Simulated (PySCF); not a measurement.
# C3H4N2: calculation against experiment

**Experimental background.**

From NIST CCCBDB Release 22 (SRD 101), experimental dipoles, for the gas: dipole moment (vibrational ground state) 3.667 D.

How close the calculation comes is told at the end.

Compound: C3H4N2.
Atom-mapped SMILES: `[cH:1]1[cH:2][nH:3][cH:4][n:5]1` (hydrogens: H6 on C1; H7 on C2; H8 on N3; H9 on C4)

Cartesian coordinates in Å at the PBE0-D3(BJ)/def2-SVP level; atoms count from 1:
```xyz
9
C3H4N2 angstrom
C     -0.8478   -0.9220    0.0872
C     -0.9389    0.4205   -0.1950
N      0.3485    0.8856   -0.1186
C      1.1431   -0.1716    0.1990
N      0.4501   -1.2744    0.3301
H     -1.6571   -1.6500    0.1263
H     -1.7796    1.0658   -0.4359
H      0.6492    1.8389   -0.2705
H      2.2220   -0.0737    0.3214
```

The PySCF runs (gas phase, on this PBE0-D3(BJ)/def2-SVP geometry; no spin–orbit coupling):

```tsv
level	job	basis functions	wall time
PBE0-D3(BJ)/def2-SVP, grid level 1	geometry optimisation from a GFN2-xTB start	90	19 s
```

Hardware: one thread, Arm Neoverse N1 (aarch64), no GPU (shared host).

**Comparison with experiment**

**Dipole moment.** Measured: 3.667 D (NIST CCCBDB Release 22 (SRD 101), experimental dipoles).

```tsv
level	computed (D)	computed − measured (D)	% (from the printed values)
PBE0-D3(BJ)/def2-SVP	3.800	+0.133	+4
```

The computed dipoles belong to one fixed geometry; measured ones are averaged over vibrations unless marked μe. Magnitudes are compared, not signs.

No measured geometry was used, and the causes of the misses weren't examined.
